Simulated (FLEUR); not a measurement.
Crystal: BAs.

```
As B
1.0
     0.00000    2.38850    2.38850
     2.38850    0.00000    2.38850
     2.38850    2.38850    0.00000
As B
1 1
Direct
  0.75000 0.75000 0.75000
  0.00000 0.00000 0.00000
```

```yaml
Program: FLEUR MaX-R8.1 (patched build s14)
Task: single point
Functional: PBE
Potentials_or_basis: all-electron
Basis: FLAPW
Kmax: 4.61 1/bohr
k_mesh: 10 × 10 × 10
Occupations: fermi-dirac, width 0.05 eV
Spin: no spin polarisation
Gmax: 14.3 1/bohr
Muffin-tin_radii: As 1.99, B 1.52 bohr
lmax: As 8, B 8
Local_orbitals_a_species: As 6, B 3
Max_iterations: 60
Mixing_factor: 0.05
Mixer: Anderson
Mixer_history: 15
Density_convergence: 1e-05 me/bohr^3
```

On this cell: largest force zero by symmetry; band gap on the k mesh 1.19 eV, indirect (least direct gap 3.28 eV).

The same run follows on a disturbed copy (atoms moved at random, drawn with an rms of 0.05 Å):

```
CELL_PARAMETERS angstrom
0.00000 2.38850 2.38850
2.38850 0.00000 2.38850
2.38850 2.38850 0.00000
ATOMIC_POSITIONS crystal
As 0.74962 0.74959 0.73170
B 0.00331 0.97773 0.98514
```

What does the disturbed cell give?

The energy moves by +16.3 meV/atom; largest force 0.997 eV/Å; band gap on the k mesh 0.66 eV, indirect (least direct gap 2.40 eV).

Forces in eV/Å, atoms in the order of the input:
```
As  -0.696  0.195 -0.686
B    0.696 -0.195  0.686
```

A k mesh can miss the band edges.
